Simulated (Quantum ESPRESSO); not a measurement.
# ZrB2 (P6/mmm) in Quantum ESPRESSO: further runs, part 2 of 2

Quantum ESPRESSO 7.5. The steps go on from the part before.

**3. Phonons, PBE**

The input, pw.in:

```
&CONTROL
  calculation = 'scf'
  prefix = 'pwscf'
  outdir = './tmp'
  pseudo_dir = './pseudo'
  tprnfor = .true.
  tstress = .true.
  disk_io = 'low'
/
&SYSTEM
  ibrav = 0
  celldm(1) = 8
  nat = 3
  ntyp = 2
  ecutwfc = 45
  ecutrho = 360
  nbnd = 15
  occupations = 'smearing'
  smearing = 'mv'
  degauss = 0.01469973
/
&ELECTRONS
  conv_thr = 6d-10
  electron_maxstep = 120
  mixing_beta = 0.5
/
ATOMIC_SPECIES
Zr    91.2240 zr_pbe_v1.uspp.F.UPF
B     10.8100 b_pbe_v1.4.uspp.F.UPF
CELL_PARAMETERS alat
  0.7488039768830   0.0000000000000   0.0000000000000
 -0.3744019884415   0.6484832664362   0.0000000000000
  0.0000000000000   0.0000000000000   0.8345502997879
ATOMIC_POSITIONS crystal
Zr     0.0000000000    0.0000000000    0.0000000000
B      0.6666666667    0.3333333333    0.5000000000
B      0.3333333333    0.6666666667    0.5000000000
K_POINTS automatic
10 10 8 0 0 0
```

The input, relax.in:

```
&CONTROL
  calculation = 'vc-relax'
  prefix = 'pwscf'
  outdir = './tmp'
  pseudo_dir = './pseudo'
  tprnfor = .true.
  tstress = .true.
  disk_io = 'low'
  nstep = 40
  forc_conv_thr = 0.0001
  etot_conv_thr = 1d-06
/
&SYSTEM
  ibrav = 0
  celldm(1) = 8
  nat = 3
  ntyp = 2
  ecutwfc = 45
  ecutrho = 360
  nbnd = 15
  occupations = 'smearing'
  smearing = 'mv'
  degauss = 0.01469973
/
&ELECTRONS
  conv_thr = 6d-10
  electron_maxstep = 120
  mixing_beta = 0.5
/
&IONS
  ion_dynamics = 'bfgs'
/
&CELL
  cell_dynamics = 'bfgs'
  press = 0
  press_conv_thr = 0.2
/
ATOMIC_SPECIES
Zr    91.2240 zr_pbe_v1.uspp.F.UPF
B     10.8100 b_pbe_v1.4.uspp.F.UPF
CELL_PARAMETERS alat
  0.7488039768830   0.0000000000000   0.0000000000000
 -0.3744019884415   0.6484832664362   0.0000000000000
  0.0000000000000   0.0000000000000   0.8345502997879
ATOMIC_POSITIONS crystal
Zr     0.0000000000    0.0000000000    0.0000000000
B      0.6666666667    0.3333333333    0.5000000000
B      0.3333333333    0.6666666667    0.5000000000
K_POINTS automatic
10 10 8 0 0 0
```

The input, scf2.in:

```
&CONTROL
  calculation = 'scf'
  prefix = 'pwscf'
  outdir = './tmp'
  pseudo_dir = './pseudo'
  tprnfor = .true.
  tstress = .true.
  disk_io = 'low'
/
&SYSTEM
  ibrav = 0
  celldm(1) = 8
  nat = 3
  ntyp = 2
  ecutwfc = 45
  ecutrho = 360
  nbnd = 15
  occupations = 'smearing'
  smearing = 'mv'
  degauss = 0.01469973
/
&ELECTRONS
  conv_thr = 1d-13
  electron_maxstep = 120
  mixing_beta = 0.5
  startingpot = 'file'
  startingwfc = 'file'
/
ATOMIC_SPECIES
Zr    91.2240 zr_pbe_v1.uspp.F.UPF
B     10.8100 b_pbe_v1.4.uspp.F.UPF
CELL_PARAMETERS alat
  0.7484633197771   0.0000000000000   0.0000000000000
 -0.3742316598885   0.6481882487278   0.0000000000000
  0.0000000000000   0.0000000000000   0.8375276192567
ATOMIC_POSITIONS crystal
Zr     0.0000000000    0.0000000000    0.0000000000
B      0.6666666667    0.3333333333    0.5000000000
B      0.3333333333    0.6666666667    0.5000000000
K_POINTS automatic
10 10 8 0 0 0
```

The input, ph.in:

```
phonons of ZrB2
&INPUTPH
  prefix = 'pwscf'
  outdir = './tmp'
  tr2_ph = 1d-18
  fildyn = 'dyn'
  niter_ph = 90
  alpha_mix(1) = 0.4
/
0.0000000000 0.0000000000 0.5969952375
```

Potentials or basis: GBRV 1.5 PBE.

Command:

```
> OMP_NUM_THREADS=1 mpirun -n 4 pw.x -nk 4 -in pw.in > pw.out
> OMP_NUM_THREADS=1 mpirun -n 4 pw.x -nk 4 -in relax.in > relax.out
> OMP_NUM_THREADS=1 mpirun -n 4 pw.x -nk 4 -in scf2.in > scf2.out
> OMP_NUM_THREADS=1 mpirun -n 4 ph.x -nk 4 -in ph.in > ph.out
```

pw.out:

```text
This program is part of the open-source Quantum ESPRESSO suite
     for quantum simulation of materials; please cite
[... 6 lines left out ...]
     using ibrav=0 with symmetry is DISCOURAGED, use correct ibrav instead

     K-points division:     npool     =       4
     Subspace diagonalization in iterative solution of the eigenvalue problem:
     a serial algorithm will be used

     G-vector sticks info
     --------------------
     sticks:   dense  smooth     PW     G-vecs:    dense   smooth      PW
     Sum         889     439    139                23885     8483    1473

     Using Slab Decomposition

     bravais-lattice index     =            0
     lattice parameter (alat)  =       8.0000  a.u.
     unit-cell volume          =     207.4863 (a.u.)^3
     number of atoms/cell      =            3
     number of atomic types    =            2
     number of electrons       =        18.00
     number of Kohn-Sham states=           15
     kinetic-energy cutoff     =      45.0000  Ry
     charge density cutoff     =     360.0000  Ry
     scf convergence threshold =      6.0E-10
     mixing beta               =       0.5000
     number of iterations used =            8  plain     mixing
     Exchange-correlation=  SLA  PW   PBX  PBC
                           (   1   4   3   4   0   0   0)

[... 129 lines left out ...]

     starting charge      17.9973, renormalised to      18.0000

     negative rho (up, down):  5.952E-02 0.000E+00
     Starting wfcs are   21 randomized atomic wfcs

     Self-consistent Calculation

     iteration #  1     ecut=    45.00 Ry     beta= 0.50
     Davidson diagonalization with overlap
     ethr =  1.00E-02,  avg # of iterations =  2.2

     negative rho (up, down):  6.058E-02 0.000E+00
[... 67 lines left out ...]
     iteration #  9     ecut=    45.00 Ry     beta= 0.50
     Davidson diagonalization with overlap
     ethr =  1.03E-11,  avg # of iterations =  1.9

     negative rho (up, down):  6.189E-02 0.000E+00

     End of self-consistent calculation

          k = 0.0000 0.0000 0.0000 (  1083 PWs)   bands (ev):

   -32.7516 -10.9348 -10.3889 -10.3889   3.1737  13.2621  13.2621  13.3134
    13.5442  19.2938  19.2938  20.0646  20.0646  20.7635  21.0430
[... 138 lines left out ...]
   -32.6203 -11.2692 -11.0113 -10.5696   6.1448   8.4872  11.4587  12.2051
    13.6502  18.2348  21.1256  21.4950  21.5597  22.1751  23.8652

          k = 0.0000-0.7710-0.5991 (  1072 PWs)   bands (ev):

   -32.6177 -11.2598 -11.0530 -10.5640   5.9805   8.9028  11.2841  11.7663
    13.8829  19.6356  19.9813  21.1848  22.1295  22.3630  23.9187

          k = 0.1335 0.2313 0.0000 (  1071 PWs)   bands (ev):
[... 196 lines left out ...]
   -32.6054 -11.0651 -11.0268 -10.8935   6.7132   7.6703  10.9949  13.1317
    13.1830  19.9069  21.6094  21.9738  22.1230  22.9175  22.9517

     the Fermi energy is    15.8230 ev

!    total energy              =    -112.16398413 Ry
     estimated scf accuracy    <          1.1E-12 Ry
     smearing contrib. (-TS)   =      -0.00005619 Ry
     internal energy E=F+TS    =    -112.16392795 Ry

     The total energy is F=E-TS. E is the sum of the following terms:
     one-electron contribution =      -3.93658455 Ry
     hartree contribution      =      12.29999599 Ry
     xc contribution           =     -23.93655141 Ry
     ewald contribution        =     -96.59078797 Ry

     convergence has been achieved in   9 iterations

     negative rho (up, down):  6.189E-02 0.000E+00

     Forces acting on atoms (cartesian axes, Ry/au):

     atom    1 type  1   force =     0.00000000    0.00000000   -0.00000000
     atom    2 type  2   force =     0.00000000    0.00000000    0.00000000
     atom    3 type  2   force =    -0.00000000   -0.00000000   -0.00000000

     Total force =     0.000000     Total SCF correction =     0.000000

     Computing stress (Cartesian axis) and pressure

     negative rho (up, down):  6.189E-02 0.000E+00
          total   stress  (Ry/bohr**3)                   (kbar)     P=        5.77
   0.00001012  -0.00000000   0.00000000            1.49       -0.00        0.00
  -0.00000000   0.00001012  -0.00000000           -0.00        1.49       -0.00
   0.00000000  -0.00000000   0.00009751            0.00       -0.00       14.34

=------------------------------------------------------------------------------=
   JOB DONE.
=------------------------------------------------------------------------------=
```

relax.out:

```text
This program is part of the open-source Quantum ESPRESSO suite
     for quantum simulation of materials; please cite
[... 6 lines left out ...]
     using ibrav=0 with symmetry is DISCOURAGED, use correct ibrav instead

     K-points division:     npool     =       4
[... 2689 lines left out ...]
  -0.00000008  -0.00000000   0.00000000           -0.01       -0.00        0.00
  -0.00000000  -0.00000008   0.00000000           -0.00       -0.01        0.00
   0.00000000   0.00000000  -0.00000016            0.00        0.00       -0.02

=------------------------------------------------------------------------------=
   JOB DONE.
=------------------------------------------------------------------------------=
```

Run time: 1.9 min. Hardware: 4 MPI ranks of Arm Neoverse V1, shared host; peak memory 0.36 GiB.

Results:

```yaml
Free_energy: -1526.0692 eV
Relaxed_volume: 10.28 Å³/atom
Relaxed_cell: a = 3.169 Å, b = 3.169 Å, c = 3.546 Å, α = 90.00°, β = 90.00°, γ = 120.00°
Space_group_after_relaxing_to_0.05_Å: P6/mmm (No. 191)
Pressure_after_relaxing: 0.0 GPa
Band_gap_on_the_k_mesh: none (metal or under the smearing width)
Highest_phonon_frequency_at_the_q_point_run: 772 cm⁻¹
```

Step by step:
| step | energy change (eV) | largest force (eV/Å) | pressure (GPa) | volume (Å³) |
| --- | --- | --- | --- | --- |
| 1 | 0.0000 | 0.0000 | 0.58 | 30.75 |
| 2 | -0.0004 | 0.0000 | -0.10 | 30.84 |
| 3 | -0.0005 | 0.0000 | -0.04 | 30.83 |
| 4 | -0.0005 | 0.0000 | 0.00 | 30.83 |

Final structure:
```yaml
crystal:
  lattice:
    - [3.16856, 0.00000, 0.00000]
    - [-1.58428, 2.74405, 0.00000]
    - [0.00000, 0.00000, 3.54560]
  atoms:
    - { symbol: Zr, position: [0.00000, 0.00000, 0.00000] }
    - { symbol: B, position: [0.66667, 0.33333, 0.50000] }
    - { symbol: B, position: [0.33333, 0.66667, 0.50000] }
```

Phonon frequencies in cm⁻¹ (negative: imaginary):
```
              q point                          frequencies
(0.000, 0.000, 0.500)  207 207 233 403 403 491 616 772 772
```

Phonon modes at q = (0.000, 0.000, 0.500) in reciprocal lattice units:
```
mode  symmetry  cm⁻¹
   1      E_1u   207
   2      E_1u   207
   3      A_2u   233
   4      E_1g   403
   5      E_1g   403
   6      A_1g   491
   7      B_2u   616
   8      E_2u   772
   9      E_2u   772
```

Caveat: the mesh is thin for the phonons of a metal.

**4. Phonons, PBE**

pw.in is that of step 3.

relax.in is that of step 3.

scf2.in is that of step 3.

ph.in, as its differences from that of step 3:

```diff
@@ -9,2 +9,2 @@
 /
-0.0000000000 0.0000000000 0.5969952375
+0.4453569393 0.7713808464 0.5969952375
```

Potentials or basis: GBRV 1.5 PBE.

Command:

```
> OMP_NUM_THREADS=1 mpirun -n 4 pw.x -nk 4 -in pw.in > pw.out
> OMP_NUM_THREADS=1 mpirun -n 4 pw.x -nk 4 -in relax.in > relax.out
> OMP_NUM_THREADS=1 mpirun -n 4 pw.x -nk 4 -in scf2.in > scf2.out
> OMP_NUM_THREADS=1 mpirun -n 4 ph.x -nk 4 -in ph.in > ph.out
```

pw.out:

```text
This program is part of the open-source Quantum ESPRESSO suite
     for quantum simulation of materials; please cite
[... 6 lines left out ...]
     using ibrav=0 with symmetry is DISCOURAGED, use correct ibrav instead

     K-points division:     npool     =       4
     Subspace diagonalization in iterative solution of the eigenvalue problem:
     a serial algorithm will be used

     G-vector sticks info
     --------------------
     sticks:   dense  smooth     PW     G-vecs:    dense   smooth      PW
     Sum         889     439    139                23885     8483    1473

     Using Slab Decomposition

     bravais-lattice index     =            0
     lattice parameter (alat)  =       8.0000  a.u.
     unit-cell volume          =     207.4863 (a.u.)^3
     number of atoms/cell      =            3
     number of atomic types    =            2
     number of electrons       =        18.00
     number of Kohn-Sham states=           15
     kinetic-energy cutoff     =      45.0000  Ry
     charge density cutoff     =     360.0000  Ry
     scf convergence threshold =      6.0E-10
     mixing beta               =       0.5000
     number of iterations used =            8  plain     mixing
     Exchange-correlation=  SLA  PW   PBX  PBC
                           (   1   4   3   4   0   0   0)

[... 129 lines left out ...]

     starting charge      17.9973, renormalised to      18.0000

     negative rho (up, down):  5.952E-02 0.000E+00
     Starting wfcs are   21 randomized atomic wfcs

     Self-consistent Calculation

     iteration #  1     ecut=    45.00 Ry     beta= 0.50
     Davidson diagonalization with overlap
     ethr =  1.00E-02,  avg # of iterations =  2.2

     negative rho (up, down):  6.058E-02 0.000E+00
[... 67 lines left out ...]
     iteration #  9     ecut=    45.00 Ry     beta= 0.50
     Davidson diagonalization with overlap
     ethr =  1.03E-11,  avg # of iterations =  1.9

     negative rho (up, down):  6.189E-02 0.000E+00

     End of self-consistent calculation

          k = 0.0000 0.0000 0.0000 (  1083 PWs)   bands (ev):

   -32.7516 -10.9348 -10.3889 -10.3889   3.1737  13.2621  13.2621  13.3134
    13.5442  19.2938  19.2938  20.0646  20.0646  20.7635  21.0430
[... 138 lines left out ...]
   -32.6203 -11.2692 -11.0113 -10.5696   6.1448   8.4872  11.4587  12.2051
    13.6502  18.2348  21.1256  21.4950  21.5597  22.1751  23.8652

          k = 0.0000-0.7710-0.5991 (  1072 PWs)   bands (ev):

   -32.6177 -11.2598 -11.0530 -10.5640   5.9805   8.9028  11.2841  11.7663
    13.8829  19.6356  19.9813  21.1848  22.1295  22.3630  23.9187

          k = 0.1335 0.2313 0.0000 (  1071 PWs)   bands (ev):
[... 196 lines left out ...]
   -32.6054 -11.0651 -11.0268 -10.8935   6.7132   7.6703  10.9949  13.1317
    13.1830  19.9069  21.6094  21.9738  22.1230  22.9175  22.9517

     the Fermi energy is    15.8230 ev

!    total energy              =    -112.16398413 Ry
     estimated scf accuracy    <          1.1E-12 Ry
     smearing contrib. (-TS)   =      -0.00005619 Ry
     internal energy E=F+TS    =    -112.16392795 Ry

     The total energy is F=E-TS. E is the sum of the following terms:
     one-electron contribution =      -3.93658455 Ry
     hartree contribution      =      12.29999599 Ry
     xc contribution           =     -23.93655141 Ry
     ewald contribution        =     -96.59078797 Ry

     convergence has been achieved in   9 iterations

     negative rho (up, down):  6.189E-02 0.000E+00

     Forces acting on atoms (cartesian axes, Ry/au):

     atom    1 type  1   force =     0.00000000    0.00000000   -0.00000000
     atom    2 type  2   force =     0.00000000    0.00000000    0.00000000
     atom    3 type  2   force =    -0.00000000   -0.00000000   -0.00000000

     Total force =     0.000000     Total SCF correction =     0.000000

     Computing stress (Cartesian axis) and pressure

     negative rho (up, down):  6.189E-02 0.000E+00
          total   stress  (Ry/bohr**3)                   (kbar)     P=        5.77
   0.00001012  -0.00000000   0.00000000            1.49       -0.00        0.00
  -0.00000000   0.00001012  -0.00000000           -0.00        1.49       -0.00
   0.00000000  -0.00000000   0.00009751            0.00       -0.00       14.34

=------------------------------------------------------------------------------=
   JOB DONE.
=------------------------------------------------------------------------------=
```

Wall time 2.6 min (4 MPI ranks of Arm Neoverse V1, shared host); peak memory 0.36 GiB.

Results:

```
Free energy                                 : -1526.0692 eV
Relaxed volume                              : 10.28 Å³/atom
Relaxed cell                                : a = 3.169 Å, b = 3.169 Å, c = 3.546 Å, α = 90.00°, β = 90.00°, γ = 120.00°
Space group after relaxing (to 0.05 Å)      : P6/mmm (No. 191)
Pressure after relaxing                     : 0.0 GPa
Band gap on the k mesh                      : none (metal or under the smearing width)
Highest phonon frequency at the q point run : 716 cm⁻¹
```

Step by step:
| step | energy change (eV) | largest force (eV/Å) | pressure (GPa) | volume (Å³) |
| --- | --- | --- | --- | --- |
| 1 | 0.0000 | 0.0000 | 0.58 | 30.75 |
| 2 | -0.0004 | 0.0000 | -0.10 | 30.84 |
| 3 | -0.0005 | 0.0000 | -0.04 | 30.83 |
| 4 | -0.0005 | 0.0000 | 0.00 | 30.83 |

Final structure:
```
CELL_PARAMETERS angstrom
3.16856 0.00000 0.00000
-1.58428 2.74405 0.00000
0.00000 0.00000 3.54560
ATOMIC_POSITIONS crystal
Zr 0.00000 0.00000 0.00000
B 0.66667 0.33333 0.50000
B 0.33333 0.66667 0.50000
```

Levels at points of the mesh, in eV from the Fermi level:
| k point | band 7 | band 8 | band 9 | band 10 | band 11 | band 12 |
| --- | --- | --- | --- | --- | --- | --- |
| (0.00, 0.00, 0.00) | -2.53 | -2.52 | -2.31 | 3.46 | 3.46 | 4.20 |
| (0.00, 0.00, -0.50) | -0.88 | -0.88 | 0.44 | 0.44 | 0.85 | 0.85 |
| (0.00, -0.50, 0.00) | -3.84 | -2.98 | -2.60 | 2.29 | 2.36 | 5.00 |
| (0.00, -0.50, -0.50) | -4.51 | -4.05 | -1.94 | 3.75 | 4.16 | 5.36 |

Phonon frequencies in cm⁻¹ (negative: imaginary):
| q point | frequencies |
| --- | --- |
| (0.333, 0.333, 0.500) | 219 252 252 565 565 621 640 640 716 |

Phonon modes at q = (0.333, 0.333, 0.500) in reciprocal lattice units:
```csv
mode,symmetry,cm⁻¹
1,A''2,219
2,E',252
3,E',252
4,E',565
5,E',565
6,A''1,621
7,E'',640
8,E'',640
9,A''2,716
```

Caveat: the mesh is thin for the phonons of a metal; the q point doesn't lie on the k mesh, which can shift a metal's frequencies strongly unless the mesh is converged.
